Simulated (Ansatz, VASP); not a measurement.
Two plane-wave programs on Ti

INCAR

```
ALGO = Normal
EDIFF = 1E-6
ENCUT = 520
GGA = RP
GGA_COMPAT = False
ISIF = 2
ISMEAR = -1
LASPH = True
LCHARG = True
LMAXMIX = 4
LORBIT = 11
LORBMOM = True
LREAL = False
LSORBIT = True
LVHAR = True
LWAVE = False
MAGMOM = 0 0 0 0 0 0
NBANDS = 36
NELM = 150
PREC = Accurate
SIGMA = 0.1
```

File KPOINTS:

```
k-points
0
Gamma
  12 12 7
```

Contents of POSCAR:

```
Ti
1.0
    2.9676858654      0.0000000000      0.0000000000
   -1.4838429327      2.5700913499      0.0000000000
    0.0000000000      0.0000000000      4.7005998835
Ti
2
Direct
    0.3333333333      0.6666666667      0.2500000000
    0.6666666667      0.3333333333      0.7500000000
```

Input for Ansatz:

```yaml
crystal:
  lattice:
    - [2.9676858655, 0.0, 0.0]
    - [-1.4838429328, 2.57009135, 0.0]
    - [0.0, 0.0, 4.7005998843]
  atoms:
    - { symbol: Ti, position: [0.3333333333, 0.6666666667, 0.25] }
    - { symbol: Ti, position: [0.6666666667, 0.3333333333, 0.75] }
hamiltonian:
  xc: rpbe
  pseudopotentials:
    kind: paw_fr
    azcp:
      Ti: "pseudopotentials/Ti.paw.azcp"
basis:
  ecutwfc: 420
  fft_grid_basis: typed
kpoints:
  mp_grid: { grid: [12, 12, 7], shift: [0, 0, 0] }
magnetization:
  noncollinear: true
  spin_orbit: true
scf:
  occupations: { method: fermi_dirac, width: 0.1 }
```

Alike in both runs: task single point; functional RPBE; k mesh 12 × 12 × 7; occupations fermi-dirac, width 0.1 eV; non-collinear spin, spin-orbit coupling.

|  | VASP | Ansatz |
| --- | --- | --- |
| version | VASP 6.6.1 | Ansatz 0.2.0 |
| potentials or method | VASP PAW PBE potentials, release 64 (Ti_sv) | plane waves (420 eV) with PAW, fully relativistic with spin-orbit coupling |
| plane-wave cutoff (eV) | 520 | 420 |
| valence electrons in the cell | 24 | 24 |

|  | VASP | Ansatz | Ansatz less VASP |
| --- | --- | --- | --- |
| net moment per atom (μB) | 0.00 | 0.00 | 0.000 |
